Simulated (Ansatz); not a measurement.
## MgF$_{2}$: frozen-core PAW against all-electron methods

```
CELL_PARAMETERS angstrom
4.62130 0.00000 0.00000
0.00000 4.62130 0.00000
0.00000 0.00000 3.01590
ATOMIC_POSITIONS crystal
Mg 0.00000 0.00000 0.00000
Mg 0.50000 0.50000 0.50000
F 0.30280 0.30280 0.00000
F 0.19720 0.80280 0.50000
F 0.69720 0.69720 0.00000
F 0.80280 0.19720 0.50000
```

Atom numbers follow the list: Mg1, Mg2, F3, F4, F5, F6.

The cell comes from COD entry 9007534, which wasn't checked; take it as a given geometry.

Levels of theory: DFT, LDA, PAW with Ansatz's default frozen-core files, scalar-relativistic (Ansatz 0.2.0); DFT, LDA, all-electron PAW with datasets made for the crystal, scalar-relativistic (Ansatz 0.2.0); DFT, LDA, all-electron LAPW, scalar-relativistic (Ansatz 0.2.0).

For PAW: a Γ-centred 5×5×7 k mesh, Fermi–Dirac smearing of 0.02 eV, cutoff 420 eV, no spin polarisation; the PAW files were made with PBE, and the program remakes their frozen cores for this functional. The crystal-made all-electron datasets (AE datasets) take a cutoff of 400 eV at this cell. LAPW targets a basis error of 1 meV/atom. The Ansatz runs share mesh, smearing and spin set-up. Plane-wave (PAW) pressures include the program's estimate of the Pulay term.

Stress and pressure are positive in compression.

Levels count from the top of the valence band.

| quantity | PAW | AE datasets | LAPW |
| --- | --- | --- | --- |
| pressure (GPa) | ? | -2.96 | -2.96 |
| stress xx (GPa) | ? | -3.38 | -3.38 |
| stress zz (GPa) | ? | -2.12 | -2.12 |
| force on F3, x (eV/Å) | 0.025 | 0.024 | 0.024 |
| band gap (eV) | 6.897 | 6.881 | 6.881 |
| highest filled level at Z (eV) | -0.897 | -0.896 | -0.897 |
| lowest empty level at Z (eV) | 11.662 | 11.658 | 11.658 |
| highest filled level at A (eV) | -0.507 | -0.506 | -0.507 |
| lowest empty level at A (eV) | 13.009 | 13.002 | 13.002 |
| highest filled level at R (eV) | -0.699 | -0.699 | -0.699 |
| lowest empty level at R (eV) | 12.499 | 12.493 | 12.493 |
| field gradient Vzz at Mg1 (10²¹ V/m²) | 0.54 | 0.57 | – |
| field gradient Vzz at F3 (10²¹ V/m²) | -4.93 | -4.88 | – |

Problem. What belongs in the row "pressure (GPa)", column "PAW"?

Solution. -3.10.

Problem. Fill in "PAW" for the row "stress zz (GPa)".

Solution. -2.29.

Problem. Give the missing entry: row "stress xx (GPa)", column "PAW".

Solution. -3.51.
